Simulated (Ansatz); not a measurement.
Si:

```xyz
2
Lattice="0.0000 2.7219 2.7219 2.7219 0.0000 2.7219 2.7219 2.7219 0.0000" Properties=species:S:1:pos:R:3 pbc="T T T"
Si    2.7219    2.7219    2.7219
Si    4.0828    4.0828    4.0828
```

- Program: Ansatz 0.2.0
- Task: relaxation of cell and atoms
- Functional: PBEsol
- Dispersion: D3(BJ)
- Potentials or basis: Ansatz PAW
- Cutoff: 420 eV (not typed: the program's choice for these potentials)
- k mesh: 8 × 8 × 8
- Occupations: fermi-dirac, width 0.05 eV
- Spin: no spin polarisation

At the start: volume 20.16 Å³/atom.

Where does the relaxation end?

It ends after 4 steps and the volume is 19.63 Å³/atom (-2.6 %); space group Fd-3m (No. 227, to 0.05 Å).

The path:
```tsv
step	energy change (eV)	largest force (eV/Å)	volume (Å³)
1	0.0000	0.0000	40.33
2	-0.0077	0.0000	39.54
3	-0.0083	0.0000	39.26
4	-0.0081	0.0000	39.26
```

Final structure:
```xyz
2
Lattice="0.0000 2.6976 2.6976 2.6976 0.0000 2.6976 2.6976 2.6976 0.0000" Properties=species:S:1:pos:R:3 pbc="T T T"
Si    2.6976    2.6976    2.6976
Si    4.0465    4.0465    4.0465
```

Caveat: the plane-wave basis is chosen anew once the cell has moved, so the energies of steps on either side of that aren't comparable; the PAW data sets come from PBE, with cores solved anew for the run's functional, which leaves a small shift of forces and pressure.
